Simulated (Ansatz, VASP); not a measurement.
One calculation of Ir, two programs

```
Ir
1.0
     0.00000    1.93806    1.93806
     1.93806    0.00000    1.93806
     1.93806    1.93806    0.00000
Ir
1
Direct
  0.00000 0.00000 0.00000
```

Alike in both runs: functional PBE; k mesh 8 × 8 × 8; occupations gaussian, width 0.1 eV; no spin polarisation.

Ansatz relaxed the structure, and its values are those at the end. VASP's run is a single point on that final structure, the one shown.

|  | VASP | Ansatz |
| --- | --- | --- |
| version | VASP 6.6.1 | Ansatz 0.2.0 |
| potentials or method | VASP PAW PBE potentials, release 64 (Ir) | scalar-relativistic, plane waves, PAW |
| plane-wave cutoff (eV) | 520 | 420 |
| valence electrons in the cell | 9 | 17 |

```tsv
	VASP	Ansatz	Ansatz less VASP
gap on the k mesh at the Fermi level (eV)	none	none	-
pressure (GPa)	0.3	-0.1	-0.47
```

A gap of «none» marks a metal or a gap that the smearing closes. With one functional, cell and mesh, what is left measures potentials, basis and numerics. The two sets of potentials don't hold the same shells in valence.

The runs have no spin-orbit coupling, so splittings on Ir are missing.
